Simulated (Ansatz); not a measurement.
The system is SnSe.

```
Sn Se
1.0
     0.00000    3.01000    3.01000
     3.01000    0.00000    3.01000
     3.01000    3.01000    0.00000
Sn Se
1 1
Direct
  0.00000 0.00000 0.00000
  0.50000 0.50000 0.50000
```

Measurements of this composition are mostly on another form, of space group No. 62.

Base run:

```yaml
Program: Ansatz 0.2.0
Functional: RPBE
Potentials_or_basis: Ansatz PAW
Cutoff: "420 eV (not typed: the program's choice for these potentials)"
k_mesh: 8 × 8 × 8
Occupations: fermi-dirac, width 0.05 eV
Spin: no spin polarisation
```

Its results: pressure 2.6 GPa.

After a change of settings the same cell gave: pressure 4.8 GPa. Which change was it?
A. functional from RPBE to revPBE
B. functional from RPBE to BLYP
C. functional from RPBE to PBE; occupations from fermi-dirac, width 0.05 eV to gaussian, width 0.021 eV
D. functional from RPBE to r2SCAN; cutoff from 420 eV (not typed: the program's choice for these potentials) to 500 eV (not typed: the program's choice for these potentials)

B.

Caveats: the PAW data sets come from PBE, with cores solved anew for the run's functional, which leaves a small shift of forces and pressure.
